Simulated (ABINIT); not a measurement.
## AlN in ABINIT: the effect of target pressure

AlN:

```
CELL_PARAMETERS angstrom
3.11300 0.00000 0.00000
-1.55650 2.69594 0.00000
0.00000 0.00000 4.98100
ATOMIC_POSITIONS crystal
Al 0.66667 0.33333 0.50000
Al 0.33333 0.66667 0.00000
N 0.66667 0.33333 0.88000
N 0.33333 0.66667 0.38000
```

Alike in all runs:

- Program: ABINIT 10.8.3 (patched build)
- Task: relaxation of cell and atoms
- Functional: PBE
- Potentials or basis: JTH PAW PBE v2.0
- Cutoff: 707 eV
- k mesh: 10 × 10 × 6
- Occupations: fermi-dirac, width 0.05 eV
- Spin: no spin polarisation

Each run relaxes the cell or the atoms first.

Q: One run gave: relaxed volume 9.78 Å³/atom; gap on the mesh 4.73 eV. Which target pressure did it use?
A. 20 GPa
B. 5 GPa
C. 0 GPa
D. 10 GPa
E. 30 GPa

A: A.

```csv
target pressure,relaxed volume (Å³/atom),gap on the mesh (eV)
0 GPa,10.67,4.00
5 GPa,10.42,4.21
10 GPa,10.18,4.39
20 GPa,9.78,4.73
30 GPa,9.44,5.01
```

A k mesh can miss the band edges.
